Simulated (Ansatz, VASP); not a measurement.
# WC (Qusongite): VASP beside Ansatz

```xyz
2
Lattice="2.8472 0.0000 0.0000 -1.4236 2.4657 0.0000 0.0000 0.0000 2.7787" Properties=species:S:1:pos:R:3 pbc="T T T"
W     0.0000    0.0000    0.0000
C     1.4236    0.8219    1.3893
```

Alike in both runs: task single point; functional LDA; k mesh 10 × 10 × 9; occupations fermi-dirac, width 0.05 eV; no spin polarisation.

|  | VASP | Ansatz |
| --- | --- | --- |
| version | VASP 6.6.1 | Ansatz 0.2.0 |
| potentials or method | VASP PAW LDA potentials, release 64 (W_sv, C) | Ansatz PAW |
| plane-wave cutoff (eV) | 520 | 420 |
| valence electrons in the cell | 18 | 18 |

```csv
,VASP,Ansatz,Ansatz less VASP
gap on the k mesh at the Fermi level (eV),none,none,-
pressure (GPa),20.6,17.4,-3.15
largest component of the traceless stress (GPa),1.38,1.01,-0.372
```

A gap of «none» marks a metal or a gap that the smearing closes.

Caveats: so large a pressure means that the cell lies far from this level's equilibrium, or that cutoff or potentials fall short (VASP); the pressure holds a Pulay correction of +0.4 GPa for the finite cutoff (Ansatz); the PAW data sets come from PBE, with cores solved anew for the run's functional, which leaves a small shift of forces and pressure (Ansatz). The runs have no spin-orbit coupling, so splittings on W are missing.
